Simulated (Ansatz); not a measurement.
# CdS (Greenockite) (P6_3mc) in Ansatz: notebook

The runs below take CdS (Greenockite) through band structure, with PBE0, r2SCANh.

Everything below comes from runs of Ansatz 0.2.0. Logs are shortened: lines on timing, memory, paths and dates and some standing lists are left out, and cuts for length are marked.

**1. Starting point**

The structure is hexagonal, space group P6_3mc (No. 186). The conventional cell has a = 4.150 Å, b = 4.150 Å, c = 6.737 Å, α = 90.00°, β = 90.00°, γ = 120.00°. Around Cd (site symmetry 3m) lie 4 S at 2.53 to 2.54 Å. Around S (site symmetry 3m) lie 4 Cd at 2.53 to 2.54 Å.

**2. Band structure, PBE0**

input.yaml

```yaml
crystal:
  lattice:
    - [4.15, 0.0, 0.0]
    - [-2.075, 3.5940054257, 0.0]
    - [0.0, 0.0, 6.737]
  atoms:
    - { symbol: Cd, position: [0.6666666667, 0.3333333333, 0.5] }
    - { symbol: Cd, position: [0.3333333333, 0.6666666667, 0.0] }
    - { symbol: S, position: [0.6666666667, 0.3333333333, 0.875] }
    - { symbol: S, position: [0.3333333333, 0.6666666667, 0.375] }
hamiltonian:
  xc: pbe0
  pseudopotentials: { kind: paw }
kpoints:
  mp_grid: { grid: [4, 4, 2] }
  band_path:
    path:
      - [[0.0, 0.0, 0.0], [0.5, 0.0, 0.0], [0.3333333333, 0.3333333333, 0.0], [0.0, 0.0, 0.0], [0.0, 0.0, 0.5], [0.5, 0.0, 0.5], [0.3333333333, 0.3333333333, 0.5], [0.0, 0.0, 0.5]]
      - [[0.5, 0.0, 0.5], [0.5, 0.0, 0.0]]
      - [[0.3333333333, 0.3333333333, 0.0], [0.3333333333, 0.3333333333, 0.5]]
    npoints: 4
scf:
  occupations: { method: fermi_dirac, width: 0.05 }
  n_extra_bands: 10
output:
  forces: true
  stress: true
  eigenvalues: true
  fatbands: false
```

Potentials or basis: Ansatz PAW.

Launch:

```console
$ ansatz run input.yaml --threads 2 --pin off --max-ram 5632MiB --backend cpu --events-out ev --progress --plain --runs-dir out
```

Log:

```text
Warning: output.stress: scf.convergence.dr2_threshold = 1e-7 eV (the SCF's general default) is looser than the 4e-10 eV advised for a printed stress (1e-10 eV for each atom of the cell: 4). What an SCF threshold leaves in a stress goes as its square root, and in the free energy as the threshold itself, and one threshold admits the most on a small cell: of the crystals measured, under no hybrid functional and no lock of the moments, on runs that ended without the residual-converged pass, on stresses that held no estimate of that error, the worst erred by over 100 MPa in a component at 1e-7 eV an atom and by under 5 at 1e-10. Set scf.convergence.dr2_threshold to 4e-10 eV or tighter. The threshold is an SCF's pass mark: one that does not reach it within its budget of iterations ends unconverged, or closes short of it on a stop that the run arms, and scf.convergence.dr2_threshold's page says what that costs each kind of run
Warning: output.stress: scf.exx.energy_threshold = 1e-6 eV is looser than the 4e-8 eV advised for a stress under a hybrid functional (1e-8 eV for each atom of the cell: 4). Every SCF of the exchange loop can meet its threshold on dr2 while the loop round them stops early: no threshold on dr2 bounds what that leaves in the stress. Set scf.exx.energy_threshold to 4e-8 eV or tighter. The threshold is the loop's pass mark: a loop that does not reach it within its budget of cycles ends unconverged, and scf.exx.energy_threshold's page has the law
Warning: RAYON_NUM_THREADS=2 ignored (pool sized by the plan → 2); use --threads N
scf.n_extra_bands = 10 over 26 filled bands (N_el = 52.0): the run solves 36 bands
Engine: ansatz 0.2.0, x86_64-unknown-linux-gnu
Pseudopotentials: kind: paw
Pseudopotential: Cd, paw, valence charge 20, recommended cutoff 420 eV (normal), Cd.paw.azcp
Pseudopotential: S, paw, valence charge 6, recommended cutoff 420 eV (normal), S.paw.azcp
Functional definition: PBE0
  parameter a = 0.25
  parameter kappa = 0.804
  parameter beta = 0.06672455060314922
  exchange = (1 - a)*pbe_x(kappa = kappa, mu = beta*pi^2/3) + a*exact_x
  correlation = pbe_c(beta = beta)
Crystal: 4 atoms, lattice volume = 100.483 Å³
Basis set: ecut = 420 eV, 1973 PW (Γ), exchange–correlation on 60×60×96 points (8 copies of the dense FFT grid, shifted against one another)
Bands: 36, of which v1, the nominal top of the filled ones, is band 26 counted from 1 (25 counted from 0)
Symmetry: 12 space group operations
Space group: P63mc (ITA 186), of the structure as read, at distance tolerance 4.6e-5 Å
k-points: 8 of 32
Non-local potential: Cd, projectors of the file, l = 0: 3, l = 1: 2, l = 2: 2, l = 3: 1
Non-local potential: S, projectors of the file, l = 0: 2, l = 1: 2, l = 2: 2
PAW form: soft (Blöchl's): semilocal exchange-correlation on the pseudo side does not see the compensation charge
PAW frozen core: Cd, regenerated for the run's functional, and the local potential with it (the file was generated under x = pbe(κ = 0.804, μ = 0.2195149727645171), c = pbe(β = 0.06672455060314922))
PAW frozen core: S, regenerated for the run's functional, and the local potential with it (the file was generated under x = pbe(κ = 0.804, μ = 0.2195149727645171), c = pbe(β = 0.06672455060314922))
PAW one-centre angular grid: Cd, 590 points (default); XC on 64 Gauss nodes
PAW one-centre angular grid: S, 110 points (default); XC on 64 Gauss nodes
Initial density: superposition of atomic densities (neutral atoms: chi_scale 0, normalization atom), corrected by the library's trained network
Initial wavefunctions: pseudopotential atomic-orbital guess
Functional: x = pbe(κ = 0.804, μ = 0.2195149727645171), c = pbe(β = 0.06672455060314922), warm-up for x = 0.75 pbe(κ = 0.804, μ = 0.2195149727645171) + 0.25 exact, c = pbe(β = 0.06672455060314922)
[... 31 lines left out ...]
NSCF: frozen V_eff on 39 k-points
hybrid SCF converged: 2 outer / 11 inner (+2 warm-up), last move |dexx| = 9.03e-7 eV, tail = 5.76e-8 eV
Stability not checked: this state was not tested for a lower state beside it, because the functional holds exact exchange (a hybrid, or Hartree-Fock), whose exchange loop this test does not read (fock_operator; see scf.lower_state_search)
Free energy (F): -18323.451796 eV
Frozen-core exchange: fock
Harris-Foulkes:  -18323.451796 eV  (|F-HF|=8.37e-10)
Internal energy: -18323.451796 eV  (E = F + TS)
E sigma→0 (E₀):  -18323.451796 eV
Fermi energy:    7.193522 eV
--- Per-component energies (eV) ---
  E_band       = -1169.642340
  E_kinetic    = 1225.363675
  E_local      = -8079.213958  (includes V_loc(G=0)·N_el)
  E_nonlocal   = 125.582174
  E_hartree    = 3713.716983
  E_xc         = -421.579242
  E_vxc        = -476.296394  (∫ρ·V_xc dr)
  E_exx        = -220.943852  (= α·E_x^exact, valence–valence)
  E_paw        = -9282.589156  (= ΣΔE_a)
  E_vpaw       = -950.628060  (= ΣTr[D̂ρ^β])
  E_aug_tail   = 0.000032  (compensation charges beyond the density's cutoff)
  E_ewald      = -5382.392226
  E_core_change = -1.396227  (= ΣΔE_core)
  E_smearing   = -0.000000  (= −TS)
  E_closure    = -0.000000  (closes the sum)
  Σ components = -18323.451796   (vs F -18323.451796, Δ=0.00e0)
--- Forces (eV/Å), atoms counted from 1 ---
  atom   1  Cd    -0.00000000    -0.00000000    -0.06183490
  atom   2  Cd     0.00000000     0.00000000    -0.06183490
  atom   3  S     -0.00000000    -0.00000000     0.06186078
  atom   4  S     -0.00000000     0.00000000     0.06186078
  max |Σ_I F_I| component: 5.18e-5 eV/Å
--- Stress (GPa, compression-positive) ---
        0.691191      -0.000000      -0.000000
        0.000000       0.691191      -0.000000
       -0.000000      -0.000000       1.071166
  P = ⅓ Tr σ = 0.8178 GPa (8.178 kbar)
--- Band table (eV; the first three rows and the last of 8) ---
  k-point 0: bands = ["-100.6499", "-100.6499", "-60.3776", "-60.3776", "-60.3776", "-60.3776", "-60.3774", "-60.3772", "-7.8148", "-7.3630", "-3.1668", "-3.1456", "-3.1456", "-3.0586", "-3.0586", "-2.7396", "-2.7396", "-2.6550", "-2.6550", "-2.2750", "1.0436", "4.8938", "4.8938", "5.6785", "5.7197", "5.7197", "8.6226", "10.3092", "14.0741", "14.0741", "14.4241", "15.2565", "15.2565", "15.3578", "17.4914", "17.4914"]
  k-point 1: bands = ["-100.6499", "-100.6499", "-60.3776", "-60.3776", "-60.3776", "-60.3776", "-60.3772", "-60.3772", "-7.5819", "-7.5819", "-3.1086", "-3.1086", "-3.1086", "-3.1086", "-2.9109", "-2.9109", "-2.6917", "-2.6917", "-2.6917", "-2.6917", "3.1125", "3.1125", "5.2915", "5.2915", "5.2915", "5.2915", "10.3481", "10.3481", "13.7584", "13.7584", "14.4296", "14.4296", "14.4296", "14.4296", "18.8192", "18.8192"]
  k-point 2: bands = ["-100.6499", "-100.6499", "-60.3777", "-60.3776", "-60.3776", "-60.3776", "-60.3773", "-60.3772", "-7.6127", "-7.2859", "-3.1018", "-3.0799", "-2.9873", "-2.9562", "-2.9293", "-2.7758", "-2.7272", "-2.7042", "-2.6393", "-2.1416", "1.4455", "3.1267", "3.7069", "4.2592", "5.1938", "5.3240", "10.4551", "11.5706", "13.0493", "13.9736", "14.6664", "15.0453", "15.6776", "16.0853", "16.4968", "17.5142"]
  k-point 7: bands = ["-100.6499", "-100.6499", "-60.3779", "-60.3779", "-60.3775", "-60.3775", "-60.3772", "-60.3772", "-7.2993", "-7.2993", "-2.9950", "-2.9950", "-2.9555", "-2.9555", "-2.7780", "-2.7780", "-2.6877", "-2.6877", "-2.2488", "-2.2488", "1.6283", "1.6283", "3.5661", "3.5661", "4.4627", "4.4627", "11.8224", "11.8224", "13.4411", "13.4411", "14.2875", "14.2875", "15.8939", "15.8939", "18.3813", "18.3813"]
```

Run time: 6.4 min. Hardware: 2 threads of Intel Xeon at 2.50GHz (Skylake/Cascade Lake), shared host; peak memory 0.95 GiB.

What came out:

```
Free energy             : -18323.4518 eV
Pressure                : 0.8 GPa
Largest force           : 0.062 eV/Å
Band gap on the k mesh  : 2.90 eV, direct
Band gap along the path : 2.90 eV, direct
```

Forces on the atoms (eV/Å):
```
Cd   0.000  0.000 -0.062
Cd   0.000  0.000 -0.062
S    0.000  0.000  0.062
S    0.000  0.000  0.062
```

Levels at the corners of the path, in eV from the valence-band top:
```
point  band 23  band 24  band 25  band 26  band 27  band 28  band 29  band 30
    Γ    -0.83    -0.04     0.00     0.00     2.90     4.59     8.35     8.35
    M    -2.83    -2.01    -1.38    -0.79     5.56     5.64     6.80     8.39
    K    -3.31    -1.99    -1.99    -1.75     6.28     7.12     7.12     8.93
    Γ    -0.83    -0.04     0.00     0.00     2.90     4.59     8.35     8.35
    A    -0.43    -0.43    -0.43    -0.43     4.63     4.63     8.04     8.04
    L    -1.43    -1.43    -1.41    -1.41     5.22     5.22     7.23     7.23
    H    -2.59    -2.59    -1.19    -1.19     6.26     6.26     7.83     7.83
    A    -0.43    -0.43    -0.43    -0.43     4.63     4.63     8.04     8.04
    L    -1.43    -1.43    -1.41    -1.41     5.22     5.22     7.23     7.23
    M    -2.83    -2.01    -1.38    -0.79     5.56     5.64     6.80     8.39
    K    -3.31    -1.99    -1.99    -1.75     6.28     7.12     7.12     8.93
    H    -2.59    -2.59    -1.19    -1.19     6.26     6.26     7.83     7.83
```

Caveat: the k mesh is coarse (spacing up to 0.47 Å⁻¹), so the values aren't converged, least of all with exact exchange; the PAW data sets come from PBE, with cores solved anew for the run's functional, which leaves a small shift of forces and pressure; the thresholds are loose for stress.

**3. Band structure, r2SCANh**

Changes to input.yaml since step 2:

```diff
@@ -11,3 +11,3 @@
 hamiltonian:
-  xc: pbe0
+  xc: r2scanh
   pseudopotentials: { kind: paw }
```

Potentials or basis: Ansatz PAW.

Launch:

```console
$ ansatz run input.yaml --threads 2 --pin off --max-ram 5632MiB --backend cpu --events-out ev --progress --plain --runs-dir out
```

It took 8.1 min on 2 threads of Intel Xeon at 2.50GHz (Skylake/Cascade Lake), shared host; peak memory 1.3 GiB.

It converged, with:

- Free energy: -18350.8543 eV
- Pressure: 0.5 GPa
- Largest force: 0.061 eV/Å
- Band gap on the k mesh: 2.25 eV, direct
- Band gap along the path: 2.25 eV, direct

Forces in eV/Å, atoms in the order of the input:
```
Cd   0.000  0.000 -0.061
Cd   0.000  0.000 -0.061
S    0.000  0.000  0.061
S    0.000  0.000  0.061
```

Stress tensor (GPa, compression positive):
```
0.37 0.00 0.00
0.00 0.37 0.00
0.00 0.00 0.74
```

Levels at the corners of the path, in eV from the valence-band top:
```
point  band 22  band 23  band 24  band 25  band 26  band 27  band 28  band 29  band 30  band 31
    Γ    -0.79    -0.79    -0.04     0.00     0.00     2.25     3.90     7.66     7.66     8.01
    M    -3.57    -2.74    -1.94    -1.34    -0.76     4.84     4.89     6.03     7.59     8.14
    K    -3.73    -3.21    -1.92    -1.92    -1.68     5.50     6.33     6.33     8.11     8.57
    Γ    -0.79    -0.79    -0.04     0.00     0.00     2.25     3.90     7.66     7.66     8.01
    A    -2.51    -0.41    -0.41    -0.41    -0.41     3.93     3.93     7.30     7.30     8.00
    L    -4.24    -1.38    -1.38    -1.37    -1.37     4.50     4.50     6.48     6.48     9.05
    H    -4.10    -2.51    -2.51    -1.15    -1.15     5.54     5.54     7.03     7.03     7.69
    A    -2.51    -0.41    -0.41    -0.41    -0.41     3.93     3.93     7.30     7.30     8.00
    L    -4.24    -1.38    -1.38    -1.37    -1.37     4.50     4.50     6.48     6.48     9.05
    M    -3.57    -2.74    -1.94    -1.34    -0.76     4.84     4.89     6.03     7.59     8.14
    K    -3.73    -3.21    -1.92    -1.92    -1.68     5.50     6.33     6.33     8.11     8.57
    H    -4.10    -2.51    -2.51    -1.15    -1.15     5.54     5.54     7.03     7.03     7.69
```

Caveat: the k mesh is coarse (spacing up to 0.47 Å⁻¹), so the values aren't converged, least of all with exact exchange; the PAW data sets come from PBE, with cores solved anew for the run's functional, which leaves a small shift of forces and pressure; the thresholds are loose for stress.
